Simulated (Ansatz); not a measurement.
Input of an Ansatz 0.2.0 run:

input.yaml

```yaml
crystal:
  lattice:
    - [2.71648, 0.0543296, 0.0]
    - [0.0543296, 2.71648, 0.0]
    - [0.0, 0.0, 2.71648]
  atoms:
    - { symbol: Ga, position: [0.0, 0.0, 0.0] }
hamiltonian:
  xc: pbe
  pseudopotentials: { kind: paw }
kpoints:
  mp_grid: { grid: [10, 10, 10] }
scf:
  occupations: { method: fermi_dirac, width: 0.05 }
output:
  forces: true
  stress: true
  eigenvalues: true
```

Potentials or basis: Ansatz PAW.

Run with:

```sh
$ ansatz run input.yaml --threads 2 --pin off --max-ram 5632MiB --backend cpu --events-out ev --progress --plain --runs-dir out
```

(1) What does it give for the pressure?

(2) Predict the band gap on the k mesh.

Answers

(1) 0.3 GPa.

(2) none (metal or under the smearing width).
